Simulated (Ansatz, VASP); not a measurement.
Given: the input of a run of VASP 6.6.1 on Rb.

INCAR

```
  ALGO = Normal
  EDIFF = 1E-7
  ENCUT = 520
  GGA = PS
  ISIF = 2
  ISMEAR = -1
  LASPH = T
  LCHARG = T
  LELF = T
  LREAL = F
  LVHAR = T
  LWAVE = F
  NBANDS = 10
  NELM = 60
  PREC = Accurate
  SIGMA = 0.05
```

KPOINTS

```
k-points
0
Gamma
  7 7 7
```

The input POSCAR:

```
Rb
1.0
   -2.7452900697      2.7452900697      2.7452900697
    2.7452900697     -2.7452900697      2.7452900697
    2.7452900697      2.7452900697     -2.7452900697
Rb
1
Direct
    0.0000000000      0.0000000000      0.0000000000
```

Potentials or basis: VASP PAW PBE potentials, release 64 (Rb_sv).

Launch:

```bash
$ cat potpaw_PBE.64/Rb_sv/POTCAR > POTCAR
$ mpirun -np 1 vasp_std > vasp.out
```

Q: Translate it to Ansatz 0.2.0. Potentials there: all-electron LAPW, scalar-relativistic.

A: As run (the cutoff follows the program's own potentials):

Contents of input.yaml:

```yaml
crystal:
  lattice:
    - [-2.7452900697, 2.7452900697, 2.7452900697]
    - [2.7452900697, -2.7452900697, 2.7452900697]
    - [2.7452900697, 2.7452900697, -2.7452900697]
  atoms:
    - { symbol: Rb, position: [0.0, 0.0, 0.0] }
kpoints:
  mp_grid: { grid: [7, 7, 7] }
scf:
  occupations: { method: fermi_dirac, width: 0.05 }
hamiltonian:
  xc: pbesol
  pseudopotentials: { kind: all_electron, lapw: { basis_error: 0.0005 } }
output:
  forces: true
  stress: true
  eigenvalues: true
```

Potentials or basis: all-electron LAPW, scalar-relativistic.

Command:

```bash
$ ansatz run input.yaml --threads 1 --pin off --max-ram 3072MiB --backend cpu --events-out ev --progress --plain --runs-dir out
```

Both were run:

|  | VASP | Ansatz | Ansatz less VASP |
| --- | --- | --- | --- |
| gap on the k mesh at the Fermi level (eV) | none | none | - |
| pressure (GPa) | 0.1 | 0.1 | 0.00 |

A gap of «none» marks a metal or a gap that the smearing closes. Ansatz ran all-electron here, so the differences hold the error of VASP's frozen core and of both bases.

Caveats: the PAW data sets were made with another functional, which shifts forces and pressure a little (VASP).
